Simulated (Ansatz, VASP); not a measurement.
Two plane-wave programs on InAs (d3)

INCAR

```
PREC = Accurate ; ENCUT = 600
EDIFF = 1E-7 ; ISMEAR = 0
SIGMA = 0.1 ; LREAL = F
LASPH = T ; NELM = 100
ALGO = Normal ; ISIF = 3
LWAVE = F ; LCHARG = F
GGA = PE ; IVDW = 12
IBRION = 2 ; NSW = 100
EDIFFG = -0.002
```

KPOINTS

```
regular mesh
0
Gamma
  12 12 12
```

File POSCAR:

```
InAs
1.0
    0.0000000000      3.0180000000      3.0180000000
    3.0180000000      0.0000000000      3.0180000000
    3.0180000000      3.0180000000      0.0000000000
In As
1 1
Direct
    0.0000000000      0.0000000000      0.0000000000
    0.2500000000      0.2500000000      0.2500000000
```

Input for Ansatz:

```yaml
crystal:
  lattice:
    - [0.0, 3.018, 3.018]
    - [3.018, 0.0, 3.018]
    - [3.018, 3.018, 0.0]
  atoms:
    - { symbol: In, position: [0.0, 0.0, 0.0] }
    - { symbol: As, position: [0.25, 0.25, 0.25] }
basis:
  ecutwfc: 420
kpoints:
  mp_grid: { grid: [12, 12, 12] }
hamiltonian:
  xc: pbe
  dispersion: d3bj
scf:
  occupations: { method: gaussian, width: 0.1 }
output:
  forces: true
  stress: true
  eigenvalues: true
  write_density: true
  write_potential: true
  elf: true
  volumetric_format: npy
relax:
  adjacent_minimum: "off"
  f_tol: 0.002
  max_steps: 80
  cell: { stress_tol: 0.02 }
```

Alike in both runs: task relaxation of cell and atoms; functional PBE; dispersion D3(BJ); k mesh 12 × 12 × 12; occupations gaussian, width 0.1 eV; no spin polarisation.

|  | VASP | Ansatz |
| --- | --- | --- |
| version | VASP 6.6.1 | Ansatz 0.2.0 |
| potentials or method | VASP PAW PBE potentials, release 64 (In_d, As) | scalar-relativistic, plane waves, PAW |
| plane-wave cutoff (eV) | 600 | 420 |
| valence electrons in the cell | 18 | 28 |

VASP gave:

| Property | Result |
| --- | --- |
| gap on the k mesh at the Fermi level, each at its own relaxed structure (eV) | none |
| relaxed volume (Å³/atom) | 28.56 |
| relaxed cell length with the largest relative difference (Å) | 4.323 |
| energy change over the relaxation (meV/atom) | -7 |

Task: Estimate Ansatz's values.

Result: gap on the k mesh at the Fermi level, each at its own relaxed structure (eV): none; relaxed volume (Å³/atom): 28.53; relaxed cell length with the largest relative difference (Å): 4.321; energy change over the relaxation (meV/atom): -7.

A gap of «none» marks a metal or a gap that the smearing closes. The two sets of potentials don't hold the same shells in valence.

Caveats: pairwise dispersion overbinds metals, which lowers pressure and volume; this crystal is a semiconductor, whose small gap the functional closes, so the metal is an error of the method. Zero-point motion and thermal expansion aren't in these numbers.
